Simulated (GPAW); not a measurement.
Runs of GPAW 26.7.0 on Co. Symmetry: P6_3/mmc, No. 194, hexagonal system. Conventional cell: a = 2.472 Å, b = 2.472 Å, c = 4.021 Å, α = 90.00°, β = 90.00°, γ = 120.00°. Around Co (site symmetry -6m2) lie 12 Co at 2.47 Å. 

| task | level | potentials or basis | U | cell | k mesh | smearing | band path | band points | optimizer | fmax | max steps | gap on the mesh (eV) | pressure (GPa) | moment (μB) |
| --- | --- | --- | --- | --- | --- | --- | --- | --- | --- | --- | --- | --- | --- | --- |
| band structure | PBEsol+U | PAW data sets generated in the run's folder for this functional, pw | Co d U = 3 eV | as given | 10 × 10 × 6 | fermi-dirac 0.05 eV | GMKGALHA,LM,KH | 60 | - | - | - | - | (a) | (b) |
| single point | PBE | GPAW PAW data sets (gpaw-data 1.2.1), pw | - | as given | 12 × 12 × 7 | gaussian 0.019 eV | - | - | - | - | - | none | 4.8 | 3.22 |
| single point | PBE | GPAW PAW data sets (gpaw-data 1.2.1), pw | - | as given | 12 × 12 × 7 | gaussian 0.1 eV | - | - | - | - | - | none | 4.8 | 3.21 |
| band structure | LDA+U | the program's PAW data sets (release 1.2.1) made for this functional, pw | Co d U = 6.2 eV | as given | 9 × 9 × 5 | fermi-dirac 0.05 eV | GMKGALHA,LM,KH | 80 | - | - | - | - | -2.0 | 4.00 |
| single point | PBE | GPAW PAW data sets (gpaw-data 1.2.1), pw | - | as given | 12 × 12 × 7 | gaussian 0.016 eV | - | - | - | - | - | none | 4.8 | 3.22 |
| relaxation of cell and atoms | PBEsol | PAW data sets generated in the run's folder for this functional, pw | - | relaxed | 9 × 9 × 5 | fermi-dirac 0.05 eV | - | - | BFGS | 0.02 eV/Å | 60 | none | -0.1 | 3.05 |
| single point | PBE | GPAW PAW data sets (gpaw-data 1.2.1), pw | - | as given | 12 × 12 × 7 | gaussian 0.015 eV | - | - | - | - | - | none | 4.8 | 3.22 |

Alike in all rows: spin collinear, ferromagnetic start; cutoff (eV) 600.

Problem. Estimate the missing entries.

Solution. (a) -0.5; (b) 3.60.

Caveats: the U is typed as a test and isn't derived for this compound (some runs); each step starts from the last one's moments, so a moment once lost doesn't come back (some runs); later steps reuse the first step's grids (some runs).

A k mesh can miss the band edges.

A gap of «none» marks a metal or a gap under the smearing width.

Not every run made on this cell is shown here.
